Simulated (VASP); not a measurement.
B:

```
B
1.0
     1.88524    0.00000    0.00000
     0.00000    1.88524    0.00000
     0.00000    0.00000    1.88524
B
1
Direct
  0.50000 0.50000 0.50000
```

The cell was built by a generator and needn't be a form met in nature.

* Program: VASP 6.6.1
* Task: relaxation of cell and atoms
* Functional: PBE
* Dispersion: D4
* Potentials or basis: VASP PAW PBE potentials, release 64 (B)
* Cutoff: 600 eV
* k mesh: 14 × 14 × 14
* Occupations: fermi-dirac, width 0.05 eV
* Spin: no spin polarisation

At the start: pressure -5.0 GPa; volume 6.70 Å³/atom.

Where does the relaxation end?

Over 3 steps the energy falls by 2.2 meV/atom and the volume is 6.56 Å³/atom (-2.1 %); space group Pm-3m (No. 221, to 0.05 Å).

The path:
| step | energy change (eV) | largest force (eV/Å) | pressure (GPa) | volume (Å³) |
| --- | --- | --- | --- | --- |
| 1 | 0.0000 | 0.0000 | -4.97 | 6.70 |
| 2 | -0.0018 | 0.0000 | 2.24 | 6.50 |
| 3 | -0.0022 | 0.0000 | 0.02 | 6.56 |

Final structure:
```yaml
crystal:
  lattice:
    - [1.87190, 0.00000, 0.00000]
    - [0.00000, 1.87190, 0.00000]
    - [0.00000, 0.00000, 1.87190]
  atoms:
    - { symbol: B, position: [0.50000, 0.50000, 0.50000] }
```

Caveat: pairwise dispersion overbinds metals, which lowers pressure and volume.
